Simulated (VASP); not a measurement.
# Pt (Im-3m) in VASP: RPA correlation energy with PBE

Aim: the RPA correlation energy of Pt with PBE.

Program: VASP 6.6.1. These are calculated values, not measurements. Logs are shortened: lines on timing, memory, paths and dates and some standing lists are left out, and cuts for length are marked.

## Step 1: The structure

The structure is cubic, space group Im-3m (No. 229). Conventional cell: a = 3.120 Å, b = 3.120 Å, c = 3.120 Å, α = 90.00°, β = 90.00°, γ = 90.00°. Pt (site symmetry m-3m) has 8 Pt at 2.70 Å as nearest neighbours.

This isn't the form of Pt at room conditions, which is fcc.

## Step 2: RPA correlation energy, PBE

Contents of POSCAR:

```
Pt
1.0
   -1.5598900000      1.5598900000      1.5598900000
    1.5598900000     -1.5598900000      1.5598900000
    1.5598900000      1.5598900000     -1.5598900000
Pt
1
Direct
    0.0000000000      0.0000000000      0.0000000000
```

Contents of INCAR.step1:

```
  ALGO = Normal
  EDIFF = 1E-8
  ENCUT = 450
  GGA = PE
  ISMEAR = 0
  LASPH = True
  LCHARG = False
  LREAL = False
  LWAVE = True
  NELM = 100
  PREC = Accurate
  SIGMA = 0.05
```

Contents of INCAR.step2:

```
  AEXX = 1.0
  AGGAC = 0.0
  ALDAC = 0.0
  ALGO = EIGENVAL
  EDIFF = 1E-8
  ENCUT = 450
  GGA = PE
  ISMEAR = 0
  ISTART = 1
  LASPH = True
  LCHARG = False
  LHFCALC = True
  LREAL = False
  LWAVE = False
  NELM = 1
  PREC = Accurate
  PRECFOCK = Fast
  SIGMA = 0.05
```

Contents of INCAR.step3:

```
  ALGO = Exact
  EDIFF = 1E-8
  ENCUT = 450
  GGA = PE
  ISMEAR = 0
  ISTART = 1
  LASPH = True
  LCHARG = False
  LOPTICS = True
  LREAL = False
  LWAVE = True
  NBANDS = 370
  NELM = 1
  PREC = Accurate
  SIGMA = 0.05
```

Contents of INCAR.step4:

```
  ALGO = ACFDT
  EDIFF = 1E-8
  ENCUT = 450
  ENCUTGW = 250
  GGA = PE
  ISMEAR = 0
  ISTART = 1
  LASPH = True
  LCHARG = False
  LREAL = False
  LWAVE = False
  NBANDS = 370
  NELM = 100
  NOMEGA = 12
  PREC = Accurate
  PRECFOCK = Fast
  SIGMA = 0.05
```

Contents of KPOINTS:

```
k-points
0
Gamma
  8 8 8
```

Potentials or basis: VASP PAW PBE potentials, release 64 (Pt_GW).

Launch:

```sh
> cat potpaw_PBE.64/Pt_GW/POTCAR > POTCAR
> cp INCAR.step1 INCAR
> mpirun -np 1 vasp_std > vasp.out
> cp INCAR.step2 INCAR
> mpirun -np 1 vasp_std > vasp.out
> cp INCAR.step3 INCAR
> mpirun -np 1 vasp_std > vasp.out
> cp INCAR.step4 INCAR
> mpirun -np 1 vasp_std > vasp.out
```

OUTCAR:

```text
EDIFF = 1E-8
   ENCUT = 450
   ENCUTGW = 250
   GGA = PE
   ISMEAR = 0
   ISTART = 1
   LASPH = True
   LREAL = False
   NELM = 100
   PREC = Accurate
   PRECFOCK = Fast

 ion  position               nearest neighbor table
   1  0.000  0.000  0.000-

  LATTYP: Found a body centered cubic cell.
 ALAT       =     3.1197800000

  Lattice vectors:

 A1 = (  -1.5598900000,   1.5598900000,   1.5598900000)
 A2 = (   1.5598900000,  -1.5598900000,   1.5598900000)
 A3 = (   1.5598900000,   1.5598900000,  -1.5598900000)

Analysis of symmetry for initial positions (statically):
=====================================================================
 Subroutine PRICEL returns:
 Original cell was already a primitive cell.

 Routine SETGRP: Setting up the symmetry group for a
 body centered cubic supercell.

 Subroutine GETGRP returns: Found 48 space group operations
 (whereof 48 operations were pure point group operations)
 out of a pool of 48 trial point group operations.

The static configuration has the point symmetry O_h .

Analysis of symmetry for dynamics (positions and initial velocities):
=====================================================================
 Subroutine PRICEL returns:
 Original cell was already a primitive cell.

 Routine SETGRP: Setting up the symmetry group for a
 body centered cubic supercell.

 Subroutine GETGRP returns: Found 48 space group operations
 (whereof 48 operations were pure point group operations)
 out of a pool of 48 trial point group operations.

The dynamic configuration has the point symmetry O_h .

 Subroutine INISYM returns: Found 48 space group operations
 (whereof 48 operations are pure point group operations),
 and found     1 'primitive' translations

----------------------------------------------------------------------------------------

                                     Primitive cell

  volume of cell :      15.1825

  direct lattice vectors                    reciprocal lattice vectors
    -1.559890000  1.559890000  1.559890000     0.000000000  0.320535422  0.320535422
     1.559890000 -1.559890000  1.559890000     0.320535422  0.000000000  0.320535422
     1.559890000  1.559890000 -1.559890000     0.320535422  0.320535422  0.000000000

  length of vectors
     2.701808734  2.701808734  2.701808734     0.453305542  0.453305542  0.453305542

  position of ions in fractional coordinates (direct lattice)
     0.000000000  0.000000000  0.000000000

  ion indices of the primitive-cell ions
   primitive index   ion index
                 1           1

----------------------------------------------------------------------------------------

 KPOINTS: k-points

Automatic generation of k-mesh.
 Grid dimensions read from file:
 generate k-points for:    8    8    8

 Generating k-lattice:

  Cartesian coordinates                     Fractional coordinates (reciprocal lattice)
     0.000000000  0.040066928  0.040066928     0.125000000  0.000000000  0.000000000
     0.040066928  0.000000000  0.040066928     0.000000000  0.125000000  0.000000000
     0.040066928  0.040066928  0.000000000     0.000000000  0.000000000  0.125000000

  Length of vectors
     0.056663193  0.056663193  0.056663193

  Shift w.r.t. Gamma in fractional coordinates (k-lattice)
     0.000000000  0.000000000  0.000000000

 Subroutine IBZKPT returns following result:
 ===========================================

 Found     29 irreducible k-points:

 Following reciprocal coordinates:
            Coordinates               Weight
  0.000000  0.000000  0.000000      1.000000
  0.125000  0.000000  0.000000     12.000000
  0.250000  0.000000  0.000000     12.000000
  0.375000  0.000000  0.000000     12.000000
  0.500000  0.000000  0.000000      6.000000
  0.125000  0.125000  0.000000     24.000000
[... 16 lines left out ...]
 -0.250000  0.250000  0.250000      6.000000
 -0.375000  0.375000  0.250000     24.000000
 [... further k-points ...]
   k-points           NKPTS =     29   k-points in BZ     NKDIM =    512   number of bands    NBANDS=    370
   number of dos      NEDOS =    301   number of ions     NIONS =      1
   total plane-waves  NPLWV =   8000
   dimension x,y,z NGX =    20 NGY =   20 NGZ =   20
   dimension x,y,z NGXF=    40 NGYF=   40 NGZF=   40
   ions per type =               1
   NGX,Y,Z   is equivalent  to a cutoff of  12.31, 12.31, 12.31 a.u.
   NGXF,Y,Z  is equivalent  to a cutoff of  24.61, 24.61, 24.61 a.u.
 SYSTEM =  unknown system
   PREC   = accura    normal or accurate (medium, high low for compatibility)
   ISTART =      1    job   : 0-new  1-cont  2-samecut
   ICHARG =      0    charge: 1-file 2-atom 10-const
   ISPIN  =      1    spin polarized calculation?
   LNONCOLLINEAR =      F non collinear calculations
   LSORBIT =      F    spin-orbit coupling
   LASPH  =      T    aspherical Exc in radial PAW
   ENCUT  =  450.0 eV  33.07 Ry    5.75 a.u.   4.67  4.67  4.67*2*pi/ulx,y,z
   NELM   =    100;   NELMIN=  2; NELMDL=  0     # of ELM steps
   EDIFF  = 0.1E-07   stopping-criterion for ELM
   LREAL  =      F    real-space projection
   EDIFFG = 0.1E-06   stopping-criterion for IOM
   NSW    =      0    number of steps for IOM
   IBRION =     -1    ionic relax: 0-MD 1-quasi-New 2-CG
   NFREE  =      0    steps in history (QN), initial steepest desc. (CG)
   ISIF   =      0    stress and relaxation
   ISYM   =      3    0-nonsym 1-usesym 2-fastsym
   POTIM  = 0.5000    time-step for ionic-motion
   TEBEG  =    0.0;   TEEND  =   0.0 temperature during run
   PSTRESS=    0.0 pullay stress
   NELECT =      10.0000    total number of electrons
   NUPDOWN=      -1.0000    fix difference up-down
   EMIN   =  10.00;   EMAX   =-10.00  energy-range for DOS
   EFERMI =   0.00;   METHOD = LEGACY
   ISMEAR =     0;   SIGMA  =   0.05  broadening in eV -4-tet -1-fermi 0-gaus
   EFERMI_NEDOS =   21; number of points for ismear=-14 and -15
   IALGO  =     38    algorithm
   IMIX   =      4    mixing-type and parameters
     AMIX     =   0.40;   BMIX     =  1.00
     AMIX_MAG =   1.60;   BMIX_MAG =  1.00
  volume/ion in A,a.u.               =      15.18       102.46
  Fermi-wavevector in a.u.,A,eV,Ry     =   1.424385  2.691698 27.604505  2.028874
  Thomas-Fermi vector in A             =   2.544882
   LORBIT       =      0    0 simple, 1 ext, 2 COOP (PROOUT), +10 PAW based schemes
   GGA     = PE    functional components
   LHFCALC =     T    Hartree Fock is set to
   PRECFOCK=fast      Normal, Fast or Accurate (Low or Medium for compatibility)
   ENCUT4O =  -1.0   cutoff for four orbital integrals eV
   NKREDX  =     1    reduce k-point grid by
   NKREDY  =     1    reduce k-point grid by
   NKREDZ  =     1    reduce k-point grid by
   AEXX    =    1.0000 exact exchange contribution
   HFSCREEN=    0.0000 screening length (either q_TF or 0.3 A-1)
   HFSCREENC=   0.0000 screening length for correlation (either q_TF or 0.3 A-1)
   ENCUTFOCK=  -1.0 apply spherical cutoff to Coloumb kernel
   IVDW    =     0    specifies the selected vdW correction
   LEPSILON=     F    determine dielectric tensor
   LRPA    =     F    only Hartree local field effects (RPA)
   LRPAFORCE           =     F    calculate RPA forces
   ENCUTGW             = 250.0    cutoff for response function in eV
   ENCUTGWSOFT         = 200.0    soft cutoff for Coulomb kernel in GW response function in eV
   ENCUTLF             =  -1.0    cutoff for local field effects
   NELMGW              =     1    number of iterations in solving QP/BSE equation
   NELMHF              =     1    number of iterations in the inner HF iteration
   NKREDLFX            =     1    NKREDLFY  =   1   NKREDLFZ  =   1
 non-spin polarized calculation
 Gauss-broadening in eV      SIGMA  =   0.05
  energy-cutoff  :      450.00
  volume of cell :       15.18
 maximum number of plane-waves:       370
  NGX = 14; NGY = 14; NGZ = 14
   NGX =  9   NGY =  9   NGZ =  9
 maximum number of plane-waves:       144

      cutoff energy     smooth cutoff   RPA   correlation   Hartree contr. to MP2
---------------------------------------------------------------------------------
            250.000           200.000      -17.4814901725      -54.4467914227
            238.095           190.476      -17.4320886184      -54.3880023638
            226.757           181.406      -17.3801369934      -54.3261411197
            215.959           172.768      -17.3259421415      -54.2614971669
            205.676           164.541      -17.2696302738      -54.1941885173
            195.882           156.705      -17.2114906131      -54.1244714380
            186.554           149.243      -17.1515329787      -54.0524076356
            177.670           142.136      -17.0899392139      -53.9784701073
  linear regression
  converged value                          -18.0606162091      -55.1400035918
```

It took 38 min on 1 thread of Intel Xeon Platinum 8488C (Sapphire Rapids), shared host; peak memory 1.4 GiB.

Results:

* Band gap on the k mesh, mean-field level: none (metal or under the smearing width)
* RPA correlation energy: -18.061 eV/atom
* RPA total energy per cell: -26.942 eV
* RPA correlation energy per cell: -18.061 eV

Caveat: the ground state has no gap, which makes the many-body step unreliable. Spin-orbit coupling is left out, which matters for the levels of Pt.
